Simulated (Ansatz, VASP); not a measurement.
GaSb in VASP and in Ansatz

```
CELL_PARAMETERS angstrom
0.00000 3.10692 3.10692
3.10692 0.00000 3.10692
3.10692 3.10692 0.00000
ATOMIC_POSITIONS crystal
Ga 0.00000 0.00000 0.00000
Sb 0.25000 0.25000 0.25000
```

Alike in both runs: task single point; functional PBE; k mesh 12 × 12 × 12; occupations gaussian, width 0.1 eV; non-collinear spin, spin-orbit coupling.

|  | VASP | Ansatz |
| --- | --- | --- |
| version | VASP 6.6.1 | Ansatz 0.2.0 |
| potentials or method | VASP PAW PBE potentials, release 64 (Ga_d, Sb) | plane waves, PAW |
| plane-wave cutoff (eV) | 520 | 420 |
| valence electrons in the cell | 18 | 28 |

VASP gave:

```
gap on the k mesh at the Fermi level (eV) : none
pressure (GPa)                            : 0.1
net moment per atom (μB)                  : 0.00
```

**Question.** What did Ansatz give for the same quantities?

**Answer.** gap on the k mesh at the Fermi level (eV): none; pressure (GPa): 0.0; net moment per atom (μB): 0.00.

A gap of «none» marks a metal or a gap that the smearing closes. The two sets of potentials don't hold the same shells in valence.
